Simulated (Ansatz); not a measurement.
A run of Ansatz 0.2.0 is set up as follows.

The input input.yaml:

```yaml
crystal:
  lattice:
    - [4.0896976867, 0.0, 0.0]
    - [-2.0448488433, 3.5417820905, 0.0]
    - [0.0, 0.0, 3.788167]
  atoms:
    - { symbol: Pb, position: [0.0, 0.0, 0.0] }
    - { symbol: S, position: [0.6666666667, 0.3333333333, 0.5] }
kpoints:
  mp_grid: { grid: [6, 6, 6] }
scf:
  occupations: { method: fermi_dirac, width: 0.05 }
hamiltonian:
  xc: pbe0
  pseudopotentials: { kind: all_electron, datasets: crystal }
output:
  forces: true
  stress: true
```

Potentials or basis: all-electron PAW datasets made for the crystal.

Run with:

```bash
$ ansatz run input.yaml --threads 1 --pin off --max-ram 3072MiB --backend cpu --events-out ev --progress --plain --runs-dir out
```

Question: What does it give for the band gap on the k mesh?

Answer: 0.47 eV, indirect (least direct gap 1.90 eV).

Question: Estimate the pressure.

Answer: -1.1 GPa.

Stress tensor (GPa, compression positive):
```
-0.97  0.00  0.00
 0.00 -0.97  0.00
 0.00  0.00 -1.25
```

Caveat: spin-orbit coupling is left out, which as a rule narrows the gap of such compounds by several tenths of an eV. A k mesh can miss the band edges.
